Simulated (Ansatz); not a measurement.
# Pd(100) / 1 layer Au(100) / Pd(100): resistance against film thickness, part 2 of 2

Aim: what a thin film of another metal adds to the resistance, first Pd(100) / 1 layer Au(100) / Pd(100).

Ansatz 0.2.0; Ansatz plane-wave DFT, PBEsol, PAW files; ballistic transport by layer matching (Landauer), zero bias.

So far. Step 2 (With 1 layer): The lead's potential steps by 7 meV from period to period, small in itself. The program estimates the junction's conductance to 4.3 % from the k-mesh, 8.1 % from the leads' distance from neutral and 5.1 % from their steps. Step 3 (With 3 layers, k-mesh 14×14×2, film layers 3): The conductance of the junction is 5.7e14 S/m², 32 % under the 8.3e14 S/m² of the last finished run.

## (4) With 5 layers, k-mesh 14×14×1, film layers 5

The stack now holds 5 film layers; the k-mesh follows the cell, and the energies span -0.27 to 0.27 eV.

System of this step: Pd(100) / 5 layers Au(100) / Pd(100). The cell holds 13 atoms: 8 Pd and 5 Au. Cell: a = 2.751 Å, b = 2.751 Å, c = 26.837 Å, α = 87.1°, β = 87.1°, γ = 90.0°. It derives from Pd and Au. Regions: lead, 8 atoms (8 Pd); films, 5 atoms (5 Au). The structure is stacked along c, and the current runs across the ab planes.

Input file input.yaml:

```yaml
crystal:
  lattice:
    - [2.7505039575, 0.0, 0.0]
    - [0.0, 2.7505039575, 0.0]
    - [1.3752519787, 1.3752519787, 26.766654884]
  atoms:
    - { symbol: Pd, position: [0.9818346744, 0.9818346744, 0.0363306511] }
    - { symbol: Pd, position: [0.4455040233, 0.4455040233, 0.1089919533] }
    - { symbol: Pd, position: [0.9091733722, 0.9091733722, 0.1816532556] }
    - { symbol: Pd, position: [0.3728427211, 0.3728427211, 0.2543145578] }
    - { symbol: Au, position: [0.8337419164, 0.8337419164, 0.3325161671] }
    - { symbol: Au, position: [0.2918709582, 0.2918709582, 0.4162580836] }
    - { symbol: Au, position: [0.75, 0.75, 0.5] }
    - { symbol: Au, position: [0.2081290418, 0.2081290418, 0.5837419164] }
    - { symbol: Au, position: [0.6662580836, 0.6662580836, 0.6674838329] }
    - { symbol: Pd, position: [0.1271572789, 0.1271572789, 0.7456854422] }
    - { symbol: Pd, position: [0.5908266278, 0.5908266278, 0.8183467444] }
    - { symbol: Pd, position: [0.0544959767, 0.0544959767, 0.8910080467] }
    - { symbol: Pd, position: [0.5181653256, 0.5181653256, 0.9636693489] }
kpoints:
  mp_grid: { grid: [14, 14, 1] }
hamiltonian:
  xc: pbesol
scf:
  occupations: { method: fermi_dirac, width: 0.1 }
output:
  transmission:
    leads: [[0, 1]]
    kmesh: [26, 26]
    e_range: [-0.27, 0.27]
    de: 0.036
  write_potential: true
  write_density: true
  volumetric_format: npy
```

Command:

```console
$ ansatz run input.yaml --threads 4 --pin off --max-ram 8192MiB --backend cpu --events-out ev --progress --plain --runs-dir out
```

Numbers of over 12 decimals in the logs are rounded to 6 here.

Log:

```text
[...]
Crystal: 13 atoms, lattice volume = 202.497 Å³
Basis set: ecut = 420 eV, 4061 PW (Γ)
Bands: 144, of which v1, the nominal top of the filled ones, is band 120 counted from 1 (119 counted from 0)
Symmetry: 4 space group operations
k-points: 57 of 196
[...]
--- Transmission ---
  basis      : 69 plane waves across, 42 finite elements along
  points     : 183, standing for a mesh of 26 x 26
[...]
filled         : 31.9 meV over the level at which it is neutral
    channels       : 1.421598e0 a spin
[...]
slowest decay  : 0.0248 /Å at (0.5000, 0.1923)
  junction   : crystal 0 to crystal 0, 0.70 to 25.52 Å
    transmission   : 5.438513e-1 a spin
[...]
resistance     : 1.1537e-3 Ω µm² beyond half of each lead's own
[key lines of the parts left out:]
SCF converged after 10 iterations
Free energy (F): -120288.991867 eV
Fermi energy:    20.037249 eV
```

Wall time 2.3 min (4 threads of Intel Xeon Platinum 8488C (Sapphire Rapids), shared host); peak memory 1.6 GiB.

Numbers from this step:

- free energy: -120288.9919 eV
- energy at zero smearing: -120288.7279 eV
- Fermi energy: 20.04 eV
- step of the lead's potential: 10.3 meV
- estimated errors of the lead's conductance: 0, 4.3, 12.8 % (band edges, k-mesh, distance from neutral)
- lead conductance per cell: 1.564 G₀
- conductance of the junction: 5.63e14 S/m²
- junction conductance per cell: 0.5493 G₀
- estimated errors of the junction's conductance: 0.2, 0, 6.1, 1.9, 1.3 % (energy step, band edges, k-mesh, leads' steps, distance from neutral)
- area resistance that the stack adds (contact term taken off, spin by spin): 1.154 fΩ m²

Per spin. Transmission, zone mean against energy, zero at the Fermi level:

| energy (eV) | transmission, zone mean |
| --- | --- |
| -0.270 | 0.687 |
| -0.234 | 0.695 |
| -0.198 | 0.669 |
| -0.162 | 0.622 |
| -0.126 | 0.603 |
| -0.090 | 0.587 |
| -0.054 | 0.559 |
| -0.018 | 0.540 |
| 0.018 | 0.544 |
| 0.054 | 0.548 |
| 0.090 | 0.549 |
| 0.126 | 0.549 |
| 0.162 | 0.548 |
| 0.198 | 0.550 |
| 0.234 | 0.556 |
| 0.270 | 0.556 |

The conductance of the junction is 5.6e14 S/m², 1.1 % under the 5.7e14 S/m² of the last finished run, within the error estimates, leads' steps apart, of 6.1 and 6.1 %.

## (5) With 7 layers, k-mesh 14×14×1, film layers 7

The stack now holds 7 film layers; the k-mesh follows the cell, and the energies span -0.27 to 0.27 eV.

System of this step: Pd(100) / 7 layers Au(100) / Pd(100). The cell holds 15 atoms: 8 Pd and 7 Au. Its edges and angles: a = 2.751 Å, b = 2.751 Å, c = 31.310 Å, α = 87.5°, β = 87.5°, γ = 90.0°. It derives from Pd and Au. Regions: lead, 8 atoms (8 Pd); films, 7 atoms (7 Au). The structure is stacked along c, and the current runs across the ab planes.

Input file input.yaml:

```yaml
crystal:
  lattice:
    - [2.7505039575, 0.0, 0.0]
    - [0.0, 2.7505039575, 0.0]
    - [1.3752519787, 1.3752519787, 31.2496368376]
  atoms:
    - { symbol: Pd, position: [0.9844406192, 0.9844406192, 0.0311187616] }
    - { symbol: Pd, position: [0.4533218575, 0.4533218575, 0.0933562849] }
    - { symbol: Pd, position: [0.9222030959, 0.9222030959, 0.1555938082] }
    - { symbol: Pd, position: [0.3910843343, 0.3910843343, 0.2178313315] }
    - { symbol: Au, position: [0.8575928172, 0.8575928172, 0.2848143655] }
    - { symbol: Au, position: [0.3217285448, 0.3217285448, 0.3565429103] }
    - { symbol: Au, position: [0.7858642724, 0.7858642724, 0.4282714552] }
    - { symbol: Au, position: [0.25, 0.25, 0.5] }
    - { symbol: Au, position: [0.7141357276, 0.7141357276, 0.5717285448] }
    - { symbol: Au, position: [0.1782714552, 0.1782714552, 0.6434570897] }
    - { symbol: Au, position: [0.6424071828, 0.6424071828, 0.7151856345] }
    - { symbol: Pd, position: [0.1089156657, 0.1089156657, 0.7821686685] }
    - { symbol: Pd, position: [0.5777969041, 0.5777969041, 0.8444061918] }
    - { symbol: Pd, position: [0.0466781425, 0.0466781425, 0.9066437151] }
    - { symbol: Pd, position: [0.5155593808, 0.5155593808, 0.9688812384] }
kpoints:
  mp_grid: { grid: [14, 14, 1] }
hamiltonian:
  xc: pbesol
scf:
  occupations: { method: fermi_dirac, width: 0.1 }
output:
  transmission:
    leads: [[0, 1]]
    kmesh: [26, 26]
    e_range: [-0.27, 0.27]
    de: 0.036
  write_potential: true
  write_density: true
  volumetric_format: npy
```

Log:

```text
[...]
Crystal: 15 atoms, lattice volume = 236.412 Å³
Basis set: ecut = 420 eV, 4725 PW (Γ)
Bands: 167, of which v1, the nominal top of the filled ones, is band 139 counted from 1 (138 counted from 0)
Symmetry: 4 space group operations
k-points: 57 of 196
[...]
--- Transmission ---
  basis      : 69 plane waves across, 49 finite elements along
  points     : 183, standing for a mesh of 26 x 26
[...]
filled         : 32.1 meV over the level at which it is neutral
    channels       : 1.421598e0 a spin
[...]
slowest decay  : 0.0258 /Å at (0.4615, 0.1923)
  junction   : crystal 0 to crystal 0, 0.70 to 30.00 Å
    transmission   : 5.477853e-1 a spin
[...]
resistance     : 1.1584e-3 Ω µm² beyond half of each lead's own
[key lines of the parts left out:]
SCF converged after 11 iterations
Free energy (F): -146303.135955 eV
Fermi energy:    20.114154 eV
```

Elapsed: 2.5 min, on 4 threads; peak memory 2 GiB.

Numbers from this step:

```yaml
free_energy: -146303.1360 eV
energy_at_zero_smearing: -146302.8645 eV
fermi_energy: 20.11 eV
step_of_the_lead_s_potential: 10.2 meV
estimated_errors_of_the_lead_s_conductance: 0, 4.3, 12.9 % (band edges, k-mesh, distance from neutral)
lead_conductance_per_cell: 1.563 G₀
conductance_of_the_junction: 5.61e14 S/m²
junction_conductance_per_cell: 0.5477 G₀
estimated_errors_of_the_junction_s_conductance: 0.3, 0, 6.5, 2, 1.7 % (energy step, band edges, k-mesh, leads' steps, distance from neutral)
area_resistance_that_the_stack_adds_contact_term_taken_off_spin_by_spin: 1.158 fΩ m²
```

Per spin. The transmission, zone mean by energy, zero at the Fermi level:

| energy (eV) | transmission, zone mean |
| --- | --- |
| -0.270 | 0.672 |
| -0.234 | 0.678 |
| -0.198 | 0.660 |
| -0.162 | 0.635 |
| -0.126 | 0.607 |
| -0.090 | 0.606 |
| -0.054 | 0.562 |
| -0.018 | 0.541 |
| 0.018 | 0.548 |
| 0.054 | 0.544 |
| 0.090 | 0.544 |
| 0.126 | 0.544 |
| 0.162 | 0.545 |
| 0.198 | 0.544 |
| 0.234 | 0.550 |
| 0.270 | 0.551 |

The conductance of the junction is 5.6e14 S/m², 0.29 % under the 5.6e14 S/m² of the last finished run, within the error estimates, leads' steps apart, of 6.1 and 6.5 %.

## (6) With 9 layers, k-mesh 14×14×1, film layers 9

The stack now holds 9 film layers; the k-mesh follows the cell, and the energies span -0.27 to 0.27 eV.

System of this step: Pd(100) / 9 layers Au(100) / Pd(100). The cell holds 17 atoms: 8 Pd and 9 Au. Its edges and angles: a = 2.751 Å, b = 2.751 Å, c = 35.786 Å, α = 87.8°, β = 87.8°, γ = 90.0°. It derives from Pd and Au. Regions: lead, 8 atoms (8 Pd); films, 9 atoms (9 Au). The structure is stacked along c, and the current runs across the ab planes.

Input file input.yaml:

```yaml
crystal:
  lattice:
    - [2.7505039575, 0.0, 0.0]
    - [0.0, 2.7505039575, 0.0]
    - [1.3752519787, 1.3752519787, 35.7326187913]
  atoms:
    - { symbol: Pd, position: [0.986392685, 0.986392685, 0.02721463] }
    - { symbol: Pd, position: [0.459178055, 0.459178055, 0.0816438901] }
    - { symbol: Pd, position: [0.931963425, 0.931963425, 0.1360731501] }
    - { symbol: Pd, position: [0.4047487949, 0.4047487949, 0.1905024101] }
    - { symbol: Au, position: [0.8754590933, 0.8754590933, 0.2490818135] }
    - { symbol: Au, position: [0.34409432, 0.34409432, 0.3118113601] }
    - { symbol: Au, position: [0.8127295466, 0.8127295466, 0.3745409067] }
    - { symbol: Au, position: [0.2813647733, 0.2813647733, 0.4372704534] }
    - { symbol: Au, position: [0.75, 0.75, 0.5] }
    - { symbol: Au, position: [0.2186352267, 0.2186352267, 0.5627295466] }
    - { symbol: Au, position: [0.6872704534, 0.6872704534, 0.6254590933] }
    - { symbol: Au, position: [0.15590568, 0.15590568, 0.6881886399] }
    - { symbol: Au, position: [0.6245409067, 0.6245409067, 0.7509181865] }
    - { symbol: Pd, position: [0.0952512051, 0.0952512051, 0.8094975899] }
    - { symbol: Pd, position: [0.568036575, 0.568036575, 0.8639268499] }
    - { symbol: Pd, position: [0.040821945, 0.040821945, 0.9183561099] }
    - { symbol: Pd, position: [0.513607315, 0.513607315, 0.97278537] }
kpoints:
  mp_grid: { grid: [14, 14, 1] }
hamiltonian:
  xc: pbesol
scf:
  occupations: { method: fermi_dirac, width: 0.1 }
output:
  transmission:
    leads: [[0, 1]]
    kmesh: [26, 26]
    e_range: [-0.27, 0.27]
    de: 0.036
  write_potential: true
  write_density: true
  volumetric_format: npy
```

Log:

```text
[...]
Crystal: 17 atoms, lattice volume = 270.327 Å³
Basis set: ecut = 420 eV, 5371 PW (Γ)
Bands: 189, of which v1, the nominal top of the filled ones, is band 158 counted from 1 (157 counted from 0)
Symmetry: 4 space group operations
k-points: 57 of 196
[...]
--- Transmission ---
  basis      : 69 plane waves across, 56 finite elements along
  points     : 183, standing for a mesh of 26 x 26
[...]
filled         : 32.0 meV over the level at which it is neutral
    channels       : 1.421598e0 a spin
[...]
slowest decay  : 0.0259 /Å at (0.4615, 0.1923)
  junction   : crystal 0 to crystal 0, 0.70 to 34.49 Å
    transmission   : 5.390890e-1 a spin
[...]
resistance     : 1.1518e-3 Ω µm² beyond half of each lead's own
[key lines of the parts left out:]
SCF converged after 11 iterations
Free energy (F): -172317.284665 eV
Fermi energy:    20.170544 eV
```

Elapsed: 2.7 min, on 4 threads; peak memory 2.5 GiB.

This step gave:

```yaml
free_energy: -172317.2847 eV
energy_at_zero_smearing: -172317.0047 eV
fermi_energy: 20.17 eV
estimated_errors_of_the_lead_s_conductance: 0, 4.3, 12.8 % (band edges, k-mesh, distance from neutral)
lead_conductance_per_cell: 1.564 G₀
conductance_of_the_junction: 5.63e14 S/m²
junction_conductance_per_cell: 0.5498 G₀
estimated_errors_of_the_junction_s_conductance: 0.3, 0.1, 5.8, 2.6, 1.8 % (energy step, band edges, k-mesh, leads' steps, distance from neutral)
area_resistance_that_the_stack_adds_contact_term_taken_off_spin_by_spin: 1.152 fΩ m²
```

Per spin. Table of transmission, zone mean by energy, zero at the Fermi level:

| energy (eV) | transmission, zone mean |
| --- | --- |
| -0.270 | 0.678 |
| -0.234 | 0.692 |
| -0.198 | 0.665 |
| -0.162 | 0.615 |
| -0.126 | 0.598 |
| -0.090 | 0.595 |
| -0.054 | 0.566 |
| -0.018 | 0.542 |
| 0.018 | 0.539 |
| 0.054 | 0.546 |
| 0.090 | 0.548 |
| 0.126 | 0.546 |
| 0.162 | 0.544 |
| 0.198 | 0.544 |
| 0.234 | 0.549 |
| 0.270 | 0.550 |

The conductance of the junction is 5.6e14 S/m², 0.38 % over the 5.6e14 S/m² of the last finished run, within the error estimates, leads' steps apart, of 6.5 and 5.8 %.

## (7) The ladder

Times are for 4 threads of Intel Xeon Platinum 8488C (Sapphire Rapids), shared host. The runs compared:

| no. | film layers | area resistance that the stack adds (contact term taken off, spin by spin) (fΩ m²) | conductance of the junction (S/m²) | time | memory (GiB) |
| --- | --- | --- | --- | --- | --- |
| 1 | 1 | 0.5769 | 8.33e14 | 3 min | 1.6 |
| 2 | 3 | 1.134 | 5.69e14 | 1.9 min | 1.8 |
| 3 | 5 | 1.154 | 5.63e14 | 2.3 min | 1.6 |
| 4 | 7 | 1.158 | 5.61e14 | 2.5 min | 2.0 |
| 5 | 9 | 1.152 | 5.63e14 | 2.7 min | 2.5 |

## (8) With 3 layers

A repeat with a changed input, to see how far the result depends on it.

This step: Ansatz plane-wave DFT, PBEsol, PAW files; ballistic transport by layer matching (Landauer), zero bias; changed: output.transmission.temperature = 900.0, output.transmission.e_range = [-3, 3], output.transmission.de = 0.1 (Ansatz 0.2.0).

System of this step: Pd(100) / 3 layers Au(100) / Pd(100). The cell holds 11 atoms: 8 Pd and 3 Au. Cell: a = 2.751 Å, b = 2.751 Å, c = 22.368 Å, α = 86.5°, β = 86.5°, γ = 90.0°. It derives from Pd and Au. Regions: lead, 8 atoms (8 Pd); films, 3 atoms (3 Au). The structure is stacked along c, and the current runs across the ab planes.

Input file input.yaml:

```yaml
crystal:
  lattice:
    - [2.7505039575, 0.0, 0.0]
    - [0.0, 2.7505039575, 0.0]
    - [1.3752519787, 1.3752519787, 22.2836729304]
  atoms:
    - { symbol: Pd, position: [0.9781802129, 0.9781802129, 0.0436395743] }
    - { symbol: Pd, position: [0.4345406386, 0.4345406386, 0.1309187228] }
    - { symbol: Pd, position: [0.8909010643, 0.8909010643, 0.2181978714] }
    - { symbol: Pd, position: [0.34726149, 0.34726149, 0.3054770199] }
    - { symbol: Au, position: [0.8002944686, 0.8002944686, 0.3994110628] }
    - { symbol: Au, position: [0.25, 0.25, 0.5] }
    - { symbol: Au, position: [0.6997055314, 0.6997055314, 0.6005889372] }
    - { symbol: Pd, position: [0.15273851, 0.15273851, 0.6945229801] }
    - { symbol: Pd, position: [0.6090989357, 0.6090989357, 0.7818021286] }
    - { symbol: Pd, position: [0.0654593614, 0.0654593614, 0.8690812772] }
    - { symbol: Pd, position: [0.5218197871, 0.5218197871, 0.9563604257] }
kpoints:
  mp_grid: { grid: [14, 14, 2] }
hamiltonian:
  xc: pbesol
scf:
  occupations: { method: fermi_dirac, width: 0.1 }
output:
  transmission:
    leads: [[0, 1]]
    kmesh: [26, 26]
    e_range: [-3, 3]
    de: 0.1
    temperature: 900.0
  write_potential: true
  write_density: true
  volumetric_format: npy
```

Log:

```text
[...]
Crystal: 11 atoms, lattice volume = 168.582 Å³
Basis set: ecut = 420 eV, 3367 PW (Γ)
Bands: 121, of which v1, the nominal top of the filled ones, is band 101 counted from 1 (100 counted from 0)
Symmetry: 4 space group operations
k-points: 114 of 392
[...]
SCF iter   1: F=—  HF=-94274.948052 eV  |F-HF|=—  |Δ(HF+E_count)|=         —  Δρ=1.72e-2  dr2=7.66e0  ethr=1.77e-3  ⟨swp⟩=5.3  Hψ=48714  notcnv=0  defer=626
[...]
SCF iter  10: F=-94274.845624 eV  HF=-94274.845624 eV  |F-HF|=7.44e-9  |Δ(HF+E_count)|=   9.02e-9  Δρ=1.38e-6  dr2=8.63e-9  ethr=4.98e-11  ⟨swp⟩=8.1  Hψ=43484  notcnv=0
SCF 1 converged in 10 iterations: F = -94274.845624 eV  dr2 = 8.63e-9
[...]
transmission: 721 of 7137 steps passed
transmission: 1431 of 7137 steps passed
[...]
transmission: 7137 of 7137 steps passed
SCF converged after 10 iterations
Free energy (F): -94274.845624 eV
[...]
Internal energy: -94274.337393 eV  (E = F + TS)
E sigma→0 (E₀):  -94274.591509 eV
Entropy (-TS):   -0.508232 eV (-46.203 meV/atom)
Fermi energy:    19.929890 eV
[...]
--- Band table (eV; the first three rows and the last of 114) ---
  k-point 0: bands = [... 97 lower, 19.3420, 19.3420, 19.4185, 19.4855, 19.6103, 19.7622, 19.8224, 19.8225, ... 16 higher]
  k-point 1: bands = [... 97 lower, 19.3774, 19.3775, 19.4181, 19.6106, 19.7620, 19.8037, 19.8038, 19.8423, ... 16 higher]
  k-point 2: bands = [... 97 lower, 19.2457, 19.3432, 19.5110, 19.5251, 19.6648, 19.7270, 19.7531, 19.9289, ... 16 higher]
  k-point 113: bands = [... 97 lower, 20.3096, 20.3096, 22.6040, 22.7754, 23.4081, 24.0031, 24.0983, 25.0435, ... 16 higher]
--- Transmission ---
  basis      : 69 plane waves across, 39 finite elements along
  points     : 183, standing for a mesh of 26 x 26
[...]
filled         : 12.2 meV over the level at which it is neutral
    channels       : 1.457101e0 a spin
[...]
slowest decay  : 0.0259 /Å at (-0.3846, 0.0769)
  junction   : crystal 0 to crystal 0, 0.70 to 21.04 Å
    transmission   : 5.471549e-1 a spin
[...]
resistance     : 1.0889e-3 Ω µm² beyond half of each lead's own
```

Elapsed: 4.8 min, on 4 threads; peak memory 1.8 GiB; 17 min of CPU time.

Numbers from this step:

| Quantity | Value |
| --- | --- |
| free energy | -94274.8456 eV |
| energy at zero smearing | -94274.5915 eV |
| Fermi energy | 19.93 eV |
| step of the lead's potential | 10.6 meV |
| ballistic conductance of the lead | 1.65e15 S/m² |
| estimated errors of the lead's conductance | 0, 2.7, 3 % (band edges, k-mesh, distance from neutral) |
| lead conductance per cell | 1.609 G₀ |
| conductance of the junction | 5.90e14 S/m² |
| junction conductance per cell | 0.5758 G₀ |
| estimated errors of the junction's conductance | 0.6, 0.4, 5, 5.7, 0.4 % (energy step, band edges, k-mesh, leads' steps, distance from neutral) |
| area resistance that the stack adds (contact term taken off, spin by spin) | 1.089 fΩ m² |

Per spin. The transmission, zone mean by energy, zero at the Fermi level:

energy (eV), transmission, zone mean and a bar from the least value:
```
    -3.00      0.603 ####
    -2.70      0.818 ###################
    -2.40      0.936 ############################
    -2.20      0.970 ##############################
    -2.10      0.845 #####################
    -1.90      0.702 ###########
    -1.80      0.738 ##############
    -1.60      0.640 #######
    -1.40      0.687 ##########
    -1.30      0.678 #########
    -1.00      0.671 #########
    -0.70      0.629 ######
    -0.40      0.741 ##############
    -0.10      0.579 ##
     0.00      0.547 
     0.10      0.556 #
     0.40      0.618 #####
     0.70      0.649 #######
     1.00      0.685 ##########
     1.30      0.718 ############
     1.60      0.714 ############
     1.90      0.725 #############
     2.10      0.741 ##############
     2.20      0.752 ###############
     2.40      0.735 #############
     2.70      0.712 ############
     3.00      0.726 #############
```

With the changed settings the conductance of the junction moves by 3.7 % from the earlier run's 5.7e14 S/m².

## (9) What came out

```yaml
area_resistance_1_layer: 0.577 fΩ m²
area_resistance_3_layers: 1.13 fΩ m²
area_resistance_5_layers: 1.15 fΩ m²
area_resistance_7_layers: 1.16 fΩ m²
area_resistance_9_layers: 1.15 fΩ m²
```

The stack adds 0.58 fΩ m² with 1 layer and 1.2 fΩ m² with 9. From 3 layers on no step exceeds the two runs' error estimates together, as expected where only the two interfaces scatter; half the mean, 0.57 fΩ m², is a rough coherent figure for one interface. Atoms sit on ideal sites and aren't relaxed. Spin-orbit coupling is left out, which matters for Au. The program's error estimates for the conductances, leads' steps apart, run from 5.8 to 8.1 %. Au(100) is compressed by 4.6 % in plane to fit Pd(100).

[Logs are printed without paths, hosts, clocks, repeated set-up lines and the standing remarks that a program may print on its own settings, such as how far it seeks lower states.]

[Hosts, paths, dates, database ids (printed as entryN), source tags and the programs' standing remarks are cut or masked in the printed files.]
